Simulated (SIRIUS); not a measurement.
WS2:

```
W S
1.0
     3.57820    0.00000    0.00000
    -1.78910    3.09881    0.00000
     0.00000    0.00000    5.77238
W S
1 2
Direct
  0.00000 0.00000 0.00000
  0.33333 0.66667 0.25200
  0.66667 0.33333 0.74800
```

Measurements of this composition are mostly on another form, of space group No. 194.

| Property | Result |
| --- | --- |
| Program | SIRIUS 7.10.0 |
| Task | single point |
| Functional | PBE |
| Potentials or basis | PseudoDojo 0.4.1 PBE standard (scalar relativistic) |
| Cutoff | 1030 eV |
| Density cutoff | 4119 eV |
| k mesh | 9 × 9 × 5 |
| Occupations | fermi-dirac, width 0.05 eV |
| Spin | no spin polarisation |

On this cell: pressure -13.3 GPa; largest force 0.939 eV/Å; band gap on the k mesh none (metal or under the smearing width).

The same run follows on a disturbed copy (atoms moved at random, drawn with an rms of 0.05 Å):

```
W S
1.0
     3.57820    0.00000    0.00000
    -1.78910    3.09881    0.00000
     0.00000    0.00000    5.77238
W S
1 2
Direct
  0.01343 0.00781 0.99834
  0.32017 0.66717 0.25050
  0.67102 0.33859 0.75119
```

Q: What does the disturbed cell give?

A: The energy (extrapolated to zero smearing) moves by -4.8 meV/atom; pressure -12.4 GPa; largest force 0.876 eV/Å; band gap on the k mesh none (metal or under the smearing width).

Forces on the atoms (eV/Å):
```
W   -0.100 -0.005  0.162
S    0.187  0.028 -0.856
S   -0.087 -0.022  0.693
```

Stress tensor (GPa, compression positive):
```
-16.34  -0.16   0.93
 -0.16 -16.43   0.16
  0.93   0.16  -4.34
```

Caveats: this functional lacks dispersion, which binds the layers, so the pressure and a relaxed spacing across them are unreliable (some runs).
